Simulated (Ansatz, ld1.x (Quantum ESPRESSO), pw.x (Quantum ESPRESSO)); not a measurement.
## From atom to crystal: TM potential for Hf

hafnium, norm-conserving Troullier–Martins (Kleinman–Bylander form), made with ld1.x (Quantum ESPRESSO) 7.5 (PBE, scalar-relativistic). Core [Xe] 4f14, reference 5d3 6s1 6p0. Waves: 6p (bound, empty): rc 4.20 bohr; 5d (bound): rc 2.90 bohr; 6s (bound): rc 2.50 bohr. Local part: the s channel. Core correction: Bessel-smoothed model core inside 1.70 bohr.

Atomic tests: cutoffs needed: 18 Ry and 25 Ry (the cutoffs (Ry, on a coarse ladder) from which the occupation-weighted sum of valence levels, in a spherical-Bessel basis at the reference potential, stays within 10 and 1 mRy of its value at 400 Ry); ghost test: no extra level below or beside the all-electron valence levels (p, d, s, f tested) (spherical-Bessel basis up to 400 Ry, 20 bohr box); largest excitation error: -205 meV (all-electron minus pseudo) for 5d1 6s2 6p1, out of 7 test configurations.

Crystal test: fcc Hf in pw.x 7.5, no spin, 13³ k-points, Fermi–Dirac smearing 0.01 Ry, cutoffs 50/200 Ry. The reference is all-electron LAPW (Ansatz 0.2.0) with the same functional, mesh and smearing; V0 and B0 come from Birch–Murnaghan fits to the pressures at five volumes. Errors are pseudo minus all-electron; Δ is the rms difference of the E(V) curves that follow from these fits, minima aligned, over ±6 % about the mean V0. Mesh and smearing are coarse, so the numbers serve the comparison and aren't converged zero-temperature values; the lattice is a test structure that the element need not adopt.

All-electron: a0 = 4.490 Å (V0 = 22.63 Å³/atom), B0 = 101.6 GPa.

Q: How far does the potential miss the all-electron equation of state?

A: mean pressure error (GPa): +0.10; a0 (Å): 4.491; a0 error (%): +0.03; B0 error (%): +4.3; Δ (meV/atom): 0.7. The largest radius (4.20 bohr) exceeds half the bond length (3.00 bohr), so the spheres overlap, which is one possible source of error among others.

```
V (Å³/atom)  P all-electron (GPa)  P pseudo (GPa)
     21.547                  5.40            5.75
     22.114                  2.43            2.64
     22.681                 -0.23           -0.15
     23.248                 -2.62           -2.64
     23.815                 -4.76           -4.88
```

Q: At the middle volume, how do free energy and pressure move when the wave cutoff is lowered (ecutrho kept at four times it)?

A:

```
cutoff (Ry)  shift of F (meV/atom)  shift of P (GPa)
         22                  +10.3             -0.57
         30                   +1.7             -0.00
         40                   +0.4             -0.02
```

The run at the middle volume (84 k-points, 9 iterations) took about 7.5 s on one core of a shared host (Neoverse-V2, 32 threads, 247 GiB, load 27).
